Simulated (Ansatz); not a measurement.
Input of an Ansatz 0.2.0 run:

input.yaml

```yaml
crystal:
  lattice:
    - [0.0, 2.035, 2.035]
    - [2.035, 0.0, 2.035]
    - [2.035, 2.035, 0.0]
  atoms:
    - { symbol: Au, position: [0.0, 0.0, 0.0] }
kpoints:
  mp_grid: { grid: [8, 8, 8] }
  band_path:
    path:
      - [0.0, 0.0, 0.0]
      - [0.5, 0.0, 0.5]
      - [0.5, 0.25, 0.75]
      - [0.375, 0.375, 0.75]
      - [0.0, 0.0, 0.0]
      - [0.5, 0.5, 0.5]
      - [0.625, 0.25, 0.625]
      - [0.5, 0.25, 0.75]
    npoints: 12
scf:
  occupations: { method: fermi_dirac, width: 0.05 }
hamiltonian:
  xc: lda
  pseudopotentials: { kind: all_electron, lapw: { basis_error: 0.001 } }
magnetization:
  noncollinear: true
  spin_orbit: true
output:
  forces: true
  stress: true
  eigenvalues: true
```

Potentials or basis: all-electron LAPW, relativistic spinors.

Launch:

```sh
$ ansatz run input.yaml --threads 1 --pin off --max-ram 3072MiB --backend cpu --events-out ev --progress --plain --runs-dir out
```

Task: What does it give for the pressure?

Result: -3.4 GPa.

Task: Predict the band gap along the path.

Result: None (metal or under the smearing width).

Levels at the corners of the path, in eV from the Fermi level:
```csv
point,band 40,band 41,band 42,band 43,band 44,band 45
Γ,-4.22,-2.96,-2.96,-2.96,-2.96,14.41
X,-2.03,-1.00,-1.00,0.64,0.64,5.77
W,-3.22,-1.58,-1.58,4.62,4.62,5.49
K,-2.96,-1.91,-1.91,3.65,3.65,4.54
Γ,-4.22,-2.96,-2.96,-2.96,-2.96,14.41
L,-2.30,-1.57,-1.57,-1.25,-1.25,3.11
U,-2.96,-1.91,-1.91,3.65,3.65,4.54
W,-3.22,-1.58,-1.58,4.62,4.62,5.49
```

Caveat: the k mesh is thin for a metal, which can move the energy by tens of meV per atom.
